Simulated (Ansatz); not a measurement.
# CO2: the cost of one run

Program: Ansatz 0.2.0. Level of theory: DFT PBE, scalar-relativistic, plane waves, PAW. These are calculated values, not measurements.

1 further run of the same task is left out (set aside as unsound or not needed).

### 1 The structure to begin with

The structure is tetragonal, space group I-42d (No. 122). The conventional cell has a = 3.965 Å, b = 3.965 Å, c = 5.982 Å, α = 90.00°, β = 90.00°, γ = 90.00°. C (site symmetry -4) has 4 O at 1.40 Å as nearest neighbours. O (site symmetry 2) has 2 C at 1.40 Å as nearest neighbours.

Coordinates:

```cif
data_structure
_symmetry_space_group_name_H-M 'I-42d'
_symmetry_Int_Tables_number 122
_cell_length_a 3.9651
_cell_length_b 3.9651
_cell_length_c 5.9820
_cell_angle_alpha 90.000
_cell_angle_beta 90.000
_cell_angle_gamma 90.000
_cell_volume 94.05
loop_
_atom_site_label
_atom_site_type_symbol
_atom_site_symmetry_multiplicity
_atom_site_Wyckoff_symbol
_atom_site_fract_x
_atom_site_fract_y
_atom_site_fract_z
_atom_site_occupancy
C1 C 4 a 0.00000 0.00000 0.00000 1
O1 O 8 d 0.16430 0.25000 0.12500 1
```

It is the result of an earlier relaxation at this level (volume 7.84 Å³/atom; gap on the mesh: 7.71 eV).

### 2 Zone-centre modes

Input file input.yaml:

```yaml
crystal:
  lattice:
    - [-1.9825585189, 1.9825585189, 2.99100948]
    - [1.9825585189, -1.9825585189, 2.99100948]
    - [1.9825585189, 1.9825585189, -2.99100948]
  atoms:
    - { symbol: C, position: [0.0, 0.0, 0.0] }
    - { symbol: C, position: [0.75, 0.25, 0.5] }
    - { symbol: O, position: [0.375, 0.2892958949, 0.4142958949] }
    - { symbol: O, position: [0.7107041051, 0.125, 0.0857041051] }
    - { symbol: O, position: [0.875, 0.9607041051, 0.5857041051] }
    - { symbol: O, position: [0.0392958949, 0.625, 0.9142958949] }
basis:
  ecutwfc: 420
kpoints:
  mp_grid: { grid: [4, 4, 4] }
hamiltonian:
  xc: pbe
scf:
  occupations: { method: fixed }
output:
  eigenvalues: true
phonons:
  method: dfpt
  dielectric: true
  rigid_motions: translations
  eigenvectors: true
```

Launch:

```sh
> ansatz run input.yaml --threads 1 --pin off --max-ram 2560MiB --backend cpu --events-out ev --progress --plain --runs-dir out
```

Q: Estimate wall time and peak memory on 1 thread of Arm Neoverse V2, shared host.

About 54 s, with a peak of 0.48 GiB.
